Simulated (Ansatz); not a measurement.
Zn:

```
CELL_PARAMETERS angstrom
-1.59358 1.77662 1.74602
1.50392 -1.50664 1.38638
1.54411 1.45717 -1.47605
ATOMIC_POSITIONS crystal
Zn 0.00000 0.00000 0.00000
```

The cell isn't the ideal one: cell sheared at random, sigma 0.06, atoms nudged by 0.01 Å.

| Quantity | Value |
| --- | --- |
| Program | Ansatz 0.2.0 |
| Task | relaxation of cell and atoms |
| Functional | PBE |
| Dispersion | D3(BJ)-ATM |
| Potentials or basis | Ansatz PAW |
| Cutoff | 420 eV (not typed: the program's choice for these potentials) |
| k mesh | 11 × 12 × 12 |
| Occupations | fermi-dirac, width 0.05 eV |
| Spin | no spin polarisation |

At the start: volume 15.31 Å³/atom.

Question: How do energy, volume and symmetry change on relaxing?

Answer: It ends after 13 steps and the volume is 14.85 Å³/atom (-3.0 %); space group C2/m (No. 12, to 0.05 Å).

Step by step:
| step | energy change (eV) | largest force (eV/Å) | volume (Å³) |
| --- | --- | --- | --- |
| 1 | 0.0000 | 0.0000 | 15.31 |
| 2 | -0.0220 | 0.0000 | 14.87 |
| 3 | -0.0464 | 0.0000 | 14.60 |
| 4 | -0.0671 | 0.0000 | 14.49 |
| 5 | -0.0804 | 0.0000 | 14.59 |
| 6 | -0.0852 | 0.0000 | 14.71 |
| 7 | -0.0854 | 0.0000 | 14.74 |
| 8 | -0.0857 | 0.0000 | 14.89 |
| 9 | -0.0859 | 0.0000 | 14.82 |
| 10 | -0.0860 | 0.0000 | 14.83 |
| 11 | -0.0869 | 0.0000 | 14.83 |
| 12 | -0.0870 | 0.0000 | 14.85 |
| 13 | -0.0870 | 0.0000 | 14.85 |

Final structure:
```yaml
crystal:
  lattice:
    - [-1.28480, 1.84550, 1.72475]
    - [1.28637, -1.68802, 1.56202]
    - [1.28628, 1.67266, -1.58210]
  atoms:
    - { symbol: Zn, position: [0.00000, 0.00000, 0.00000] }
```

Caveat: the plane-wave basis is chosen anew once the cell has moved, so the energies of steps on either side of that aren't comparable; pairwise dispersion overbinds metals, which lowers pressure and volume.
